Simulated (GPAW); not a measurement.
# Ta (P6_3/mmc) in GPAW: single point with PBE

Aim: the single point of Ta with PBE.

Program: GPAW 26.7.0. These are calculated values, not measurements. Logs are shortened: lines on timing, memory, paths and dates and some standing lists are left out, and cuts for length are marked. The log counts tension as positive stress, the text compression.

## Step 1: The structure

Symmetry: P6_3/mmc, No. 194, hexagonal system. Conventional cell: a = 2.900 Å, b = 2.900 Å, c = 5.166 Å, α = 90.00°, β = 90.00°, γ = 120.00°. Ta (site symmetry -6m2) is surrounded by 12 Ta at 2.90 to 3.08 Å.

This isn't the form of Ta at room conditions, which is bcc.

## Step 2: Single point, PBE

The input, Ta.cif:

```cif
data_Ta
_cell_length_a 2.90037207
_cell_length_b 2.90037207
_cell_length_c 5.16627400
_cell_angle_alpha 90.00000000
_cell_angle_beta 90.00000000
_cell_angle_gamma 120.00000000
_space_group_name_H-M_alt 'P1'
_space_group_name_Hall 'P 1'
_space_group_IT_number 1
loop_
_space_group_symop_operation_xyz
'x,y,z'
loop_
_atom_site_label
_atom_site_type_symbol
_atom_site_symmetry_multiplicity
_atom_site_Wyckoff_symbol
_atom_site_fract_x
_atom_site_fract_y
_atom_site_fract_z
_atom_site_occupancy
Ta1 Ta 1 a 0.3333333333 0.6666666667 0.2500000000 1
Ta2 Ta 1 a 0.6666666667 0.3333333333 0.7500000000 1
```

Potentials or basis: GPAW PAW data sets (gpaw-data 1.2.1), pw.

Started as:

```
$ OMP_NUM_THREADS=1 gpaw run Ta.cif -p 'mode=PW(600),xc=PBE,kpts={size:(11,11,5),gamma:True},occupations={name:fermi-dirac,width:0.05},nbands=26,convergence={density:1e-05,energy:1e-05},maxiter=150,txt=gpaw.txt' --properties efs -w gs.gpw
```

Output:

```text
__  _  _
 | _ |_)|_||  |
 |__||  | ||/\| - 26.7.0

Input parameters:
  mode=PW(ecut=600.0),
  convergence={'density': 1e-05, 'energy': 1e-05},
  kpts=MonkhorstPack(size=[11, 11, 5], gamma=True),
  maxiter=150,
  nbands=26,
  occupations=Occupations(name='fermi-dirac', width=0.05),
  xc=XC(name='PBE')

Diagonalizing LCAO Hamiltonian
Converting LCAO to pw mode

          Ta

        Ta

Atoms  # Å, Bohr magnetons
|   | symbol |         x |        y |        z |    initial magnetic moments |
|---|--------|-----------|----------|----------|-----------------------------|
| 0 |     Ta | -0.000000 | 1.674531 | 1.291568 | ( 0.0000,  0.0000,  0.0000) |
| 1 |     Ta |  1.450186 | 0.837265 | 3.874705 | ( 0.0000,  0.0000,  0.0000) |

Unit cell  # Å
| periodic |         x |        y |        z |  lengths |     angles |
|----------|-----------|----------|----------|----------|------------|
|      yes |  2.900372 | 0.000000 | 0.000000 | 2.900372 |  90.000000 |
|      yes | -1.450186 | 2.511796 | 0.000000 | 2.900372 |  90.000000 |
|      yes |  0.000000 | 0.000000 | 5.166274 | 5.166274 | 120.000000 |

Number of symmetries: 12
Symmetry operations  # r_c * U_cc + t_c -> r_c
|    | kind |            matrix            |
|----|------|------------------------------|
|  0 |  σ   |  1, 1, 0,  0,-1, 0,  0, 0, 1 |
|  1 |  S6  |  1, 1, 0, -1, 0, 0,  0, 0,-1 |
|  2 |  E   |  1, 0, 0,  0, 1, 0,  0, 0, 1 |
|  3 |  C2  |  1, 0, 0, -1,-1, 0,  0, 0,-1 |
|  4 |  C2  |  0, 1, 0,  1, 0, 0,  0, 0,-1 |
|  5 |  C3  |  0, 1, 0, -1,-1, 0,  0, 0, 1 |
|  6 |  S6  |  0,-1, 0,  1, 1, 0,  0, 0,-1 |
|  7 |  σ   |  0,-1, 0, -1, 0, 0,  0, 0, 1 |
|  8 |  σ   | -1, 0, 0,  1, 1, 0,  0, 0, 1 |
|  9 |  i   | -1, 0, 0,  0,-1, 0,  0, 0,-1 |
| 10 |  C3  | -1,-1, 0,  1, 0, 0,  0, 0, 1 |
| 11 |  C2  | -1,-1, 0,  0, 1, 0,  0, 0,-1 |

BZ-sampling:
  Number of BZ points: 605
  Number of IBZ points: 68

  Monkhorst-Pack size: [11, 11, 5]
  Monkhorst-Pack shift: [0, 0, 0]

K-points  # in reciprocal-cell coordinates
|     |                                coordinates |     weight |
|-----|--------------------------------------------|------------|
|   0 | (  0.00000000,   0.00000000,   0.00000000) | 0.00165289 |
|   1 | (  0.00000000,   0.00000000,   0.20000000) | 0.00330579 |
|   2 | (  0.00000000,   0.00000000,   0.40000000) | 0.00330579 |
|   3 | (  0.09090909,   0.00000000,  -0.40000000) | 0.00991736 |
|   4 | (  0.09090909,   0.00000000,  -0.20000000) | 0.00991736 |
|   5 | (  0.09090909,   0.00000000,   0.00000000) | 0.00991736 |
|   6 | (  0.09090909,   0.00000000,   0.20000000) | 0.00991736 |
|   7 | (  0.09090909,   0.00000000,   0.40000000) | 0.00991736 |
|   8 | (  0.18181818,  -0.09090909,   0.00000000) | 0.00991736 |
|   9 | (  0.18181818,  -0.09090909,   0.20000000) | 0.01983471 |
| ... |                                            |            |
|  67 | (  0.45454545,   0.45454545,   0.40000000) | 0.01983471 |

Plane wave coefficients: 1275
Cutoff: 600.0 eV

Spin-components: 1 (collinear spins)
Bands:           26
Projectors:      12
Spin-degeneracy: 2
Datatype:        complex128

Parallelization:
  kpt:    1
  domain: 1
  band:   1

Density:
  Valence electrons: 26.0
  Components: 1
  Grid points: [18 18 30]
  Charge: 0.0  # |e|

Potential:
  Grid points: [18 18 30]

species:
  Ta:
    name:    Tantalum
    Z:       73.0
    valence: 13
    core:    60
    charge:  0.0  # [|e|]
    compensation charges:
      type: gauss
      rc: 0.42  # [Å]
      lmax: 2
    cutoffs:
      filter: 2.36  # [Å]
      core: 3.45  # [Å]
    projectors
    | kind |    occ | energy [eV] | rcut [Å] |
    |------|--------|-------------|----------|
    |   5s |  2.000 |     -72.790 |    1.365 |
    |   6s |  2.000 |      -5.429 |    1.365 |
    |   5p |  6.000 |     -39.427 |    1.349 |
    |   6p |  0.000 |      -1.396 |    1.349 |
    |   5d |  3.000 |      -3.603 |    1.307 |
    |    d |        |      23.609 |    1.307 |

    Using partial waves for Ta as LCAO basis

Reference energy: -848344.882802  # eV

eigensolver:
  PPCG
  Converge bands: occupied
  niter=2

density mixing:
  MSR1-Mixer
  Pratt-step length: 0.05
  Maximum mixing coefficient: 0.75
  Old densities: 10
  SVD Regularization: 0.005
  Good broyden scale: 1.0
  Trust region scale: 1.0
  Backstep threshold: 4.0
  History deletion threshold: 6.0
  Fourier metric: weight=20.0, sigma=0.015

occupation numbers:
  Fermi-Dirac:
    width: 0.0500  # eV

poisson solver:
  ecut: 4800.0  # eV

xc functional:
  name: PBE with 2 nearest neighbor stencil

convergence criteria:
- Maximum integral of absolute [dens]ity change: 1e-05 electrons / valence electron
- Maximum [total energy] change in last 3 cyles: 1e-05 eV / valence electron
- Maximum integral of absolute [eigenst]ate change: 4e-08 eV^2 / valence electron
maximum number of iterations: 150

SCF iterations
|iter     | |      energy | eigst |  dens |
|---------|-|-------------|-------|-------|
|iter:   1| |  -19.497219 | -0.09 |       |
|iter:   2| |  -19.447011 | -2.76 | -1.27 |
|iter:   3| |  -19.185432 | -1.76 | -1.30 |
|iter:   4| |  -19.192785 | -3.27 | -1.96 |
|iter:   5| |  -19.195314 | -4.25 | -2.35 |
|iter:   6| |  -19.195339 | -6.06 | -3.44 |
|iter:   7| |  -19.195340c| -7.55c| -4.05 |
|iter:   8| |  -19.195340c| -7.63c| -4.78 |
|iter:   9| |  -19.195340c| -8.40c| -5.58c|

Converged in 9 steps
Energy contributions relative to reference atoms: (reference = -848344.882802)

Energy contributions:
  Kinetic:          11.913360
  Coulomb:         -13.492320
  Zero:             -0.500075
  External:          0.000000
  Xc:              -17.106713
  Entropy:          -0.019183
  Spinorbit:         0.000000
  ----------------------------
  Free energy:     -19.204932
  Extrapolated:    -19.195340

dipole moment: (-0.000002, -0.000003, -0.000007)  # |e|*Ang

Fermi level: 11.641
Eigenvalues  # (at kpt = [0.000, 0.000, 0.000])
| band index |      eig [eV] | occ [0-2] |
|------------|---------------|-----------|
|          0 |       -55.822 |     2.000 |
|        ... |               |           |
|          4 |       -22.039 |     2.000 |
|          5 |       -22.039 |     2.000 |
|          6 |       -21.958 |     2.000 |
|          7 |       -21.958 |     2.000 |
|          8 |         3.501 |     2.000 |
|          9 |         6.768 |     2.000 |
[... 8 lines left out ...]
|         18 |        16.715 |     0.000 |
|         19 |        16.715 |     0.000 |
|        ... |               |           |
|         25 |        32.237 |     0.000 |

No gap
No difference between direct/indirect transitions

Forces  # eV/Ang
|        x |        y |        z |
|----------|----------|----------|
| -0.00000 | -0.00000 |  0.00000 |  # Ta   0
|  0.00000 |  0.00000 | -0.00000 |  # Ta   1

Stress tensor  # eV/Ang^3
|         x |         y |         z |
|-----------|-----------|-----------|
|  0.006262 |  0.000000 |  0.000000 |
| -0.000000 |  0.006262 | -0.000000 |
|  0.000000 | -0.000000 |  0.002503 |

# Writing to gs.gpw (mode='')
```

Run time: 42 s. Hardware: 1 thread of Arm Neoverse V1, shared host; peak memory 0.19 GiB.

Results:

* Free energy: -19.2049 eV
* Pressure: -0.8 GPa
* Band gap on the k mesh: none (metal or under the smearing width)

Levels at points of the mesh, in eV from the Fermi level:
```csv
k point,band 9,band 10,band 11,band 12,band 13,band 14,band 15,band 16,band 17,band 18
"(0.00, 0.00, 0.00)",-8.14,-4.87,-0.57,-0.16,0.59,0.59,1.15,1.15,2.94,2.94
```

## Step 3: The reference run

An earlier run on the cell as given: functional PBE; potentials or basis GPAW PAW data sets (gpaw-data 1.2.1); cutoff 600 eV; basis pw; k mesh 11 × 11 × 5; occupations fermi-dirac, width 0.05 eV; no spin polarisation.

- Pressure: -0.8 GPa
- Band gap on the k mesh: none (metal or under the smearing width)
